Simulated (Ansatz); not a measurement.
Consider LaAlO3 (space group R-3c, No. 167; a = 5.353 Å, c = 13.048 Å (hexagonal axes)). Axes: x lies along a and z along c of the hexagonal cell.

All numbers come from DFT with PBEsol, PAW potentials and a 420 eV plane-wave cutoff in Ansatz (a program for electronic structure), no SOC, earlier PAW set.

Before the change:

```
Quantity     Value
--------  --------
Pressure  0.00 GPa
Band gap   3.94 eV
```

The change: the cell is stretched by 2.33 % along x with no lateral relaxation, atoms relaxed at fixed cell.

Question: What happens to the pressure?

Answer: The pressure (mean of the normal stresses, compression positive) goes from zero to -4.23 GPa.

Question: How does this affect the band gap?

Answer: The band gap falls by 0.23 eV (3.94 eV → 3.71 eV).

The cells carry an imposed strain or load. Stability against distortions was not tested.
